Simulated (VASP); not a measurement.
PbS (Galena), 2 atoms in the cell. The structure is cubic, space group Fm-3m (No. 225). Conventional cell: a = 6.093 Å, b = 6.093 Å, c = 6.093 Å, α = 90.00°, β = 90.00°, γ = 90.00°. Pb (site symmetry m-3m) has 6 S at 3.05 Å as nearest neighbours. Around S (site symmetry m-3m) lie 6 Pb at 3.05 Å.  The cell isn't the ideal one: a relaxed cell with its volume scaled by 1.06.

```yaml
Program: VASP 6.6.1
Task: relaxation of the atoms
Functional: r2SCAN
Potentials_or_basis: VASP PAW PBE potentials, release 64 (Pb_d, S)
Cutoff: 600 eV
k_mesh: 8 × 8 × 8
Occupations: gaussian, width 0.03 eV
Spin: no spin polarisation
Further_INCAR_settings: ALGO = Normal; EDIFF = 1e-07; IBRION = 2; EDIFFG = -0.01; NSW = 40
```

Potentials or basis: VASP PAW PBE potentials, release 64 (Pb_d, S).

The run is started by

```bash
$ cat potpaw_PBE.64/Pb_d/POTCAR potpaw_PBE.64/S/POTCAR > POTCAR
$ mpirun -np 1 vasp_std > vasp.out
```

Hardware: 1 thread of Intel(R) Xeon(R) 6975P-C (Granite Rapids), on a shared host.

**Question.** Estimate the wall time of this run.

**Answer.** Wall time 63 s on 1 thread of Intel(R) Xeon(R) 6975P-C (Granite Rapids), with other jobs on the host, peak memory 0.23 GiB. Counts: scf iterations 21, k points 29, ion steps 1.
